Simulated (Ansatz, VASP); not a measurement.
# Zr: VASP beside Ansatz

```
Zr
1.0
     0.00000    2.86663    2.86663
     2.86663    0.00000    2.86663
     2.86663    2.86663    0.00000
Zr
2
Direct
  0.87500 0.87500 0.87500
  0.12500 0.12500 0.12500
```

Change from the starting cell: volume scaled by 0.76, PAW files.

Alike in both runs: task single point; functional PBE; k mesh 11 × 11 × 11; occupations fermi-dirac, width 0.08 eV; no spin polarisation.

|  | VASP | Ansatz |
| --- | --- | --- |
| version | VASP 6.6.1 | Ansatz 0.2.0 |
| potentials or method | VASP PAW PBE potentials, release 64 (Zr_sv) | PAW with Ansatz's default frozen-core files, scalar-relativistic |
| plane-wave cutoff (eV) | 520 | 420 |
| valence electrons in the cell | 24 | 24 |

```tsv
	VASP	Ansatz	Ansatz less VASP
pressure (GPa)	15.3	14.9	-0.40
```

Caveats: so large a pressure means that the cell lies far from this level's equilibrium, or that cutoff or potentials fall short (VASP).
